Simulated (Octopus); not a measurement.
## SrCl2 under changes of volume

One of the cells (28.299 Å³/atom); the others are scaled copies at fixed shape and fractional positions:

```
Sr Cl
1.0
     0.00000    3.48835    3.48835
     3.48835    0.00000    3.48835
     3.48835    3.48835    0.00000
Sr Cl
1 2
Direct
  0.00000 0.00000 0.00000
  0.75000 0.75000 0.75000
  0.25000 0.25000 0.25000
```

```yaml
Program: Octopus 16.4
Functional: PBEsol
Potentials_or_basis: pseudodojo_pbesol (PseudoDojo 0.4, PBEsol)
Grid_spacing: 0.145 Å
k_mesh: 7 × 7 × 7
Occupations: fermi-dirac, width 0.05 eV
Spin: no spin polarisation
```

| volume (Å³/atom) | energy over the lowest point (meV/atom) | gap on the mesh (eV) |
| --- | --- | --- |
| 26.601 | 2.06 | 5.41 |
| 27.167 | 0.00 | 5.33 |
| 27.733 | ? | ? |
| 28.299 | 2.47 | 5.18 |
| 28.865 | 7.48 | 5.10 |
| 29.431 | 14.03 | 5.03 |
| 29.997 | 22.47 | 4.96 |

Q: What does the run at 27.733 Å³/atom give?

A: Energy over the lowest point 0.21 meV/atom; gap on the mesh 5.25 eV.

Worked out: A Birch-Murnaghan fit of order 3 (a polynomial in V^(-2/3)) to the other rows has its minimum at 27.39 Å³/atom with B0 = V·E''(V) = 33 GPa (rough, since the energies scatter). It gives 0.13 meV/atom at 27.733 Å³/atom, against the run's 0.21. A straight line through the other rows of the gap, of slope -3.75 eV per unit of ln V, gives 5.25 eV, against the run's 5.25.

Energies are extrapolated to zero smearing.

Caveats: an odd mesh through Γ misses points on the zone boundary, where band edges often lie. Spin-orbit coupling on Sr is left out.
